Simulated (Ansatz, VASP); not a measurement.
Two plane-wave programs on SiC

```
CELL_PARAMETERS angstrom
0.00000 2.17026 2.21111
2.17026 0.00000 2.21111
2.17026 2.17026 0.00000
ATOMIC_POSITIONS crystal
Si 0.00000 0.00000 0.00000
C 0.25000 0.25000 0.25000
```

Change from the starting cell: strained cell.

Alike in both runs: task relaxation of the atoms; functional PBEsol; k mesh 10 × 10 × 10; occupations gaussian, width 0.02 eV; no spin polarisation.

```csv
,VASP,Ansatz
version,VASP 6.6.1,Ansatz 0.2.0
potentials or method,"VASP PAW PBE potentials, release 64 (Si, C)","scalar-relativistic, plane waves, PAW"
plane-wave cutoff (eV),520,420
valence electrons in the cell,8,8
```

Ansatz gave:

| Quantity | Value |
| --- | --- |
| gap on the k mesh at the Fermi level, each at its own relaxed structure (eV) | 1.15 |

**Question.** Which values does VASP return?

**Answer.** gap on the k mesh at the Fermi level, each at its own relaxed structure (eV): 1.14.

Ansatz warned: «stress_scf_threshold_loose».

Caveats: the relaxation stopped at its first step, so nothing moved. A k mesh can miss the band edges.
